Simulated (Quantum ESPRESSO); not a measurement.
# Cs under changes of volume

One of the cells (123.104 Å³/atom); the others are scaled copies at fixed shape and fractional positions:

```xyz
1
Lattice="0.0000 3.9483 3.9483 3.9483 0.0000 3.9483 3.9483 3.9483 0.0000" Properties=species:S:1:pos:R:3 pbc="T T T"
Cs    0.0000    0.0000    0.0000
```

This isn't the form of Cs at room conditions, which is bcc.

| Property | Result |
| --- | --- |
| Program | Quantum ESPRESSO 7.5 |
| Functional | r2SCAN |
| Potentials or basis | SG15 PBE 1.2 |
| Cutoff | 680 eV |
| Density cutoff | 2721 eV |
| k mesh | 4 × 4 × 4 |
| Occupations | fermi-dirac, width 0.05 eV |
| Spin | no spin polarisation |

```tsv
volume (Å³/atom)	energy over the lowest point (meV/atom)	pressure (GPa)
115.718	2.67	0.1
118.180	1.17	0.1
120.642	0.29	0.0
123.104	0.00	0.0
125.566	0.23	0.0
128.028	?	?
130.490	2.09	-0.1
```

What does the run at 128.028 Å³/atom give?

Energy over the lowest point 0.93 meV/atom; pressure -0.1 GPa.

Worked out: A Birch-Murnaghan fit of order 3 (a polynomial in V^(-2/3)) to the other rows has its minimum at 123.22 Å³/atom with B0 = V·E''(V) = 1.7 GPa and B' = 3.6. It gives 0.94 meV/atom at 128.028 Å³/atom, against the run's 0.93, and -dE/dV = -0.1 GPa, against -0.1.

Energies are extrapolated to zero smearing.

Caveats: the potentials were made for another functional, which shifts forces and pressure.
